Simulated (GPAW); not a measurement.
Computed results, one entry a study.

```
TlS (GaSe-type monolayer): one start, several treatments of the self-energy
1.0
     3.89890    0.00000    0.00000
    -1.94945    3.37655    0.00000
     0.00000    0.00000   15.90000
Tl S
2 2
Direct
  0.33333 0.66667 0.58736
  0.33333 0.66667 0.41264
  0.66667 0.33333 0.66406
  0.66667 0.33333 0.33594
# method: DFT, LDA, plane waves, PAW (and 3 further levels or steps)
# program: GPAW 26.7.0
# settings of one run: cutoff 450 eV, GPAW PAW setups 1.2.1 data release, 6×6×1 k-mesh, nbands 350
# notes: The structure was relaxed with LDA. Limits: no spin-orbit coupling. Bands and cutoff are finite, so the gap is not at the basis limit. The miss can reach some tenths of an eV and take either sign; the mesh is an error of its own. The program warns of a poor linear fit in the extrapolation of some level, so the extrapolated values are rough.
# one-shot HSE06: 1.734 eV
# G0W0, extrapolated in the cutoff: 2.232 eV
# one-shot PBE0: 2.350 eV
# known limits: not at the basis limit; no spin-orbit coupling
```

[Paths, hosts, dates, memory and timing lines, banners, echoed tables and standing remarks are left out of the program output.]

[Logs are printed without paths, hosts, clocks, repeated set-up lines and the standing remarks that a program may print on its own settings, such as how far it seeks lower states.]

[Runs of the session that timed out or met a known fault of the program may be left out.]

[Hosts, paths, dates, database ids (printed as entryN), source tags and the programs' standing remarks are cut or masked in the printed files.]
